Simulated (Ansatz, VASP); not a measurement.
# One calculation of Ni, two programs

```xyz
1
Lattice="0.0000 1.7603 1.7603 1.7603 0.0000 1.7603 1.7603 1.7603 0.0000" Properties=species:S:1:pos:R:3 pbc="T T T"
Ni    0.0000    0.0000    0.0000
```

Alike in both runs: functional PBE; k mesh 21 × 21 × 21; occupations fermi-dirac, width 0.1 eV; collinear spin.

Ansatz relaxed the structure, and its values are those at the end. VASP's run is a single point on that final structure, the one shown.

```csv
,VASP,Ansatz
version,VASP 6.6.1,Ansatz 0.2.0
potentials or method,"VASP PAW PBE potentials, release 64 (Ni)","PAW with Ansatz's default frozen-core files, scalar-relativistic"
plane-wave cutoff (eV),520,420
valence electrons in the cell,10,18
```

Ansatz gave:

```
pressure (GPa)                                                : 0.0
net moment per atom (μB)                                      : 0.62
size of the moment on the site where the two differ most (μB) : 0.66
```

Q: Which values does VASP return?

A: Pressure (GPa): -0.1; net moment per atom (μB): 0.61; size of the moment on the site where the two differ most (μB): 0.62.

Site moments also hang on the region over which each program counts them. The two sets of potentials don't hold the same shells in valence.
